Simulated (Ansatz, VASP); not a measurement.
# TiN: VASP beside Ansatz

```
CELL_PARAMETERS angstrom
0.00000 2.08596 2.08596
2.08596 0.00000 2.08596
2.08596 2.08596 0.00000
ATOMIC_POSITIONS crystal
Ti 0.00000 0.00000 0.00000
N 0.50000 0.50000 0.50000
```

Alike in both runs: task relaxation of cell and atoms; functional LDA; k mesh 16 × 16 × 16; occupations fermi-dirac, width 0.15 eV; no spin polarisation.

|  | VASP | Ansatz |
| --- | --- | --- |
| version | VASP 6.6.1 | Ansatz 0.2.0 |
| potentials or method | VASP PAW LDA potentials, release 64 (Ti_sv, N) | scalar-relativistic, plane waves, PAW |
| plane-wave cutoff (eV) | 600 | 420 |
| valence electrons in the cell | 17 | 17 |

Ansatz gave:

* gap on the k mesh at the Fermi level, each at its own relaxed structure (eV): none
* relaxed volume (Å³/atom): 9.08
* relaxed cell length with the largest relative difference (Å): 2.951

**Question.** Which values does VASP return?

**Answer.** gap on the k mesh at the Fermi level, each at its own relaxed structure (eV): none; relaxed volume (Å³/atom): 9.11; relaxed cell length with the largest relative difference (Å): 2.954.

A gap of «none» marks a metal or a gap that the smearing closes. Ansatz warned: «pseudo_functional_mismatch».
